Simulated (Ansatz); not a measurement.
**CO2 with hydrogen replacing O: gradients before and after relaxing the atoms**

Start: a supercell of CO2 (space group Cmce) built from a computed structure from the Materials Project (it need not be an observed phase), with all atoms left at the host's positions.

```cif
data_HC8O15
_symmetry_space_group_name_H-M 'Cm'
_symmetry_Int_Tables_number 8
_cell_length_a 9.5495
_cell_length_b 10.5436
_cell_length_c 8.1357
_cell_angle_alpha 90.000
_cell_angle_beta 125.937
_cell_angle_gamma 90.000
loop_
_atom_site_label
_atom_site_type_symbol
_atom_site_symmetry_multiplicity
_atom_site_Wyckoff_symbol
_atom_site_fract_x
_atom_site_fract_y
_atom_site_fract_z
C1 C 4 b 0.2500 0.7500 0.0000
C3 C 2 a 0.5000 0.0000 0.0000
C4 C 2 a 0.0000 0.0000 0.0000
C5 C 2 a 0.0000 0.0000 0.5000
C6 C 2 a 0.5000 0.0000 0.5000
C7 C 4 b 0.7500 0.7500 0.5000
H H 2 a 0.6508 0.0000 0.1082
O10 O 2 a 0.1508 0.0000 0.1082
O11 O 4 b 0.4008 0.7500 0.1082
O13 O 2 a 0.3492 0.0000 0.8918
O14 O 2 a 0.8492 0.0000 0.8918
O15 O 4 b 0.0992 0.7500 0.8918
O17 O 2 a 0.9573 0.0000 0.6082
O18 O 2 a 0.4573 0.0000 0.6082
O19 O 4 b 0.7073 0.7500 0.6082
O21 O 2 a 0.0427 0.0000 0.3918
O22 O 2 a 0.5427 0.0000 0.3918
O23 O 4 b 0.7927 0.7500 0.3918
```

One atom of each set is listed; the run and its k-mesh use a cell of 24 atoms with edges of 8.14, 8.14, 8.44 Å.

Level of theory: DFT, PBE, plane waves and PAW, scalar-relativistic, 420 eV cutoff, Γ-centred 4×4×4 k-points, Fermi–Dirac smearing 0.01 eV, cell charge +1 (Ansatz 0.2.0).

The largest force at the start is 5.8 eV/Å. Relaxing the ions at fixed cell moves them by 1.267 Å at most (atom 21, O) and 0.391 Å rms.

```tsv
site	moved (Å)	first shell before	first shell after	V_zz before (10²¹ V/m²)	η before
C3	0.188	1 O at 1.17 Å, 1 H at 1.17 Å, angle 180°	1 O at 1.12 Å, 1 H at 1.13 Å, angle 178°	-5.79	0.00
C5	0.476	2 O at 1.17 Å, angle 180°	2 O at 1.16–1.18 Å, angle 180°	-2.94	0.04
C7	0.192	2 O at 1.17 Å, angle 180°	2 O at 1.17 Å, angle 180°	-2.96	0.05
H	0.151	1 C at 1.17 Å	1 C at 1.13 Å	1.61	0.01
O11	0.259	1 C at 1.17 Å	1 C at 1.17 Å	6.92	0.20
O13	0.347	1 C at 1.17 Å	1 C at 1.12 Å	-2.47	0.05
O15	0.517	1 C at 1.17 Å	1 C at 1.17 Å	6.75	0.29
O17	0.367	1 C at 1.17 Å	1 C at 1.16 Å	6.84	0.13
O21	1.267	1 C at 1.17 Å	1 C at 1.18 Å	6.78	0.20
O23	0.089	1 C at 1.17 Å	1 C at 1.17 Å	7.05	0.10
```

Task: How do the gradients change?

Result: 

| site | V_zz after | η after | change of V_zz |
| --- | --- | --- | --- |
| C3 | -6.57 | 0.01 | -0.78 |
| C5 | -2.97 | 0.07 | -0.03 |
| C7 | -2.95 | 0.03 | +0.01 |
| H | 1.77 | 0.01 | +0.16 |
| O11 | 6.78 | 0.13 | -0.14 |
| O13 | -5.03 | 0.23 | -2.56 |
| O15 | 7.38 | 0.20 | +0.63 |
| O17 | 5.93 | 0.16 | -0.91 |
| O21 | 8.71 | 0.25 | – |
| O23 | 7.19 | 0.07 | +0.14 |

The largest change of V_zz along a kept axis is on O13, from -2.47 to -5.03. The whole tensor moves most on O21, by 8.44 along its most changed direction. In per cent, |V_zz| changes by -1 to +14 on C, +10 on H, -13 to +104 on O (all sites that start above 0.5, bar those whose gradient vanishes or changes sign or whose main axis turns by over 40°). Where |V_zz| stays above 0.1 and the axes keep their order, η moves most on O13, from 0.05 to 0.23. On O21 the largest principal value lies along another axis in the second run, so the two V_zz can't be compared directly. The table leaves out 8 of the 18 sites, with |V_zz| up to 7.70; their tensors move by 2.31 at most along any direction. The statements above cover all sites. The bond to hydrogen gets shorter (H–C from 1.17 to 1.13 Å), and the gradient at hydrogen rises steeply with it. The host's own positions weren't relaxed first, so part of the change far from the defect can be the host's relaxation.

The defect repeats with the cell of 24 atoms, so it feels its images: sites between two images don't show the values beside a lone defect, and zeros or small values of η there can come from the images' arrangement. C and O carry a gradient in the pure host already, so the values there aren't the defect's effect alone. A uniform background compensates the cell's charge.
Before: The neighbours have not yet relaxed around the defect (largest force 5.8 eV/Å), so the values at and beside it are those of a strained start, not of the defect in a real crystal.
After: The relaxation keeps the site symmetry m of the start, so the impurity can move only within its mirror plane; a start off the site could end lower.
